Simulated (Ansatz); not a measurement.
Crystal: HfO2.

```xyz
12
Lattice="5.1180 0.0000 0.0000 0.0000 5.1857 0.0000 -0.8587 0.0000 5.2139" Properties=species:S:1:pos:R:3 pbc="T T T"
Hf    0.8021    2.3870    3.6914
Hf    3.0279    4.9798    4.1294
Hf    3.4573    2.7987    1.5224
Hf    1.2314    0.2059    1.0845
O    -0.3473    0.8733    4.4146
O     4.1773    3.4661    3.4062
O     4.6066    4.3124    0.7993
O     0.0821    1.7196    1.8076
O     1.4549    3.8473    5.1101
O     2.3751    1.2544    2.7107
O     2.8045    1.3384    0.1038
O     1.8842    3.9313    2.5032
```

Base run:

```yaml
Program: Ansatz 0.2.0
Functional: PBE
Potentials_or_basis: Ansatz PAW
Cutoff: "420 eV (not typed: the program's choice for these potentials)"
k_mesh: 5 × 5 × 5
Occupations: gaussian, width 0.012 eV
Spin: no spin polarisation
```

Its results: band gap on the k mesh 4.21 eV, indirect (least direct gap 4.27 eV); pressure 5.9 GPa; largest force 0.482 eV/Å.

The run is repeated on the same cell with these changes: functional from PBE to revPBE; occupations from gaussian, width 0.012 eV to fermi-dirac, width 0.05 eV. What comes out?

Band gap on the k mesh 4.27 eV, indirect (least direct gap 4.33 eV); pressure 9.4 GPa; largest force 0.497 eV/Å.

Caveats: spin-orbit coupling is left out, which moves the levels of the heavy elements; odd divisions of the mesh miss points on the zone boundary, where band edges often lie, so the gap on the mesh can be too wide (some runs); the k mesh misses the band edges, so the gap on the mesh is wider than the one along the path (some runs); the PAW data sets come from PBE, with cores solved anew for the run's functional, which leaves a small shift of forces and pressure (some runs).
